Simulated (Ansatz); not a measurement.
The system is Be.

```
Be
1.0
     2.28530    0.00000    0.00000
    -1.14265    1.97913    0.00000
     0.00000    0.00000    3.58420
Be
2
Direct
  0.66667 0.33333 0.75000
  0.33333 0.66667 0.25000
```

```yaml
Program: Ansatz 0.2.0
Task: single point
Functional: PBEsol
Potentials_or_basis: Ansatz PAW
Cutoff: "420 eV (not typed: the program's choice for these potentials)"
k_mesh: 13 × 13 × 8
Occupations: fermi-dirac, width 0.05 eV
Spin: no spin polarisation
```

On this cell: pressure -3.9 GPa; largest force under 0.003 eV/Å; band gap on the k mesh none (metal or under the smearing width).

The same run follows on a disturbed copy (atoms moved at random, drawn with an rms of 0.05 Å):

```xyz
2
Lattice="2.2853 0.0000 0.0000 -1.1426 1.9791 0.0000 0.0000 0.0000 3.5842" Properties=species:S:1:pos:R:3 pbc="T T T"
Be    1.1861    0.6698    2.6888
Be   -0.0251    1.2998    0.9267
```

Task: What does the disturbed cell give?

Result: The energy (extrapolated to zero smearing) moves by +6.8 meV/atom; pressure -3.7 GPa; largest force 0.361 eV/Å; band gap on the k mesh none (metal or under the smearing width).

Forces in eV/Å, atoms in the order of the input:
```
Be  -0.256 -0.118  0.226
Be   0.256  0.118 -0.226
```

Stress tensor (GPa, compression positive):
```
-2.90  1.42 -0.28
 1.42 -4.14 -0.13
-0.28 -0.13 -3.94
```

Caveats: the PAW data sets come from PBE, with cores solved anew for the run's functional, which leaves a small shift of forces and pressure.
